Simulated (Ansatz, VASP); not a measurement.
**One calculation of MgS, two programs**

INCAR

```
ALGO = Normal
EDIFF = 1E-7
ENCUT = 520
GGA = PS
ISIF = 2
ISMEAR = -1
LASPH = True
LCHARG = False
LREAL = False
LWAVE = False
NBANDS = 11
NELM = 100
PREC = Accurate
SIGMA = 0.05
```

The input KPOINTS:

```
k-points
0
Gamma
  8 8 8
```

File POSCAR:

```
MgS
1.0
    0.0000000000      2.8331200468      2.8331200468
    2.8331200468      0.0000000000      2.8331200468
    2.8331200468      2.8331200468      0.0000000000
S Mg
1 1
Direct
    0.2577930000      0.2466650000      0.2502830000
   -0.0128600000      0.0110690000      0.0033980000
```

The input input.yaml:

```yaml
crystal:
  lattice:
    - [0.0, 2.8331200468, 2.8331200468]
    - [2.8331200468, 0.0, 2.8331200468]
    - [2.8331200468, 2.8331200468, 0.0]
  atoms:
    - { symbol: S, position: [0.257793, 0.246665, 0.250283] }
    - { symbol: Mg, position: [-0.01286, 0.011069, 0.003398] }
hamiltonian:
  xc: pbesol
  pseudopotentials: { kind: paw }
kpoints:
  mp_grid: { grid: [8, 8, 8] }
scf:
  occupations: { method: fermi_dirac, width: 0.05 }
output:
  forces: true
  stress: true
  eigenvalues: true
```

Change from the starting cell: atoms moved at random, drawn with an rms of 0.05 Å.

Alike in both runs: task single point; functional PBEsol; k mesh 8 × 8 × 8; occupations fermi-dirac, width 0.05 eV; no spin polarisation.

```csv
,VASP,Ansatz
version,VASP 6.6.1,Ansatz 0.2.0
potentials or method,"VASP PAW PBE potentials, release 64 (S, Mg)",Ansatz PAW
plane-wave cutoff (eV),520,420
valence electrons in the cell,8,16
```

Ansatz gave:

- gap on the k mesh at the Fermi level (eV): 3.20
- least direct gap on the mesh (eV): 3.20
- pressure (GPa): -0.3
- largest component of the traceless stress (GPa): 1.10
- rms of the force components (eV/Å): 0.252

Q: Estimate VASP's values.

A: gap on the k mesh at the Fermi level (eV): 3.21; least direct gap on the mesh (eV): 3.21; pressure (GPa): -0.4; largest component of the traceless stress (GPa): 1.11; rms of the force components (eV/Å): 0.253.

Atom by atom the forces differ by 0.001 eV/Å (rms over components). The two sets of potentials don't hold the same shells in valence.

Caveats: the PAW data sets were made with another functional, which shifts forces and pressure a little (VASP); the PAW data sets come from PBE, with cores solved anew for the run's functional, which leaves a small shift of forces and pressure (Ansatz). A k mesh can miss the band edges.
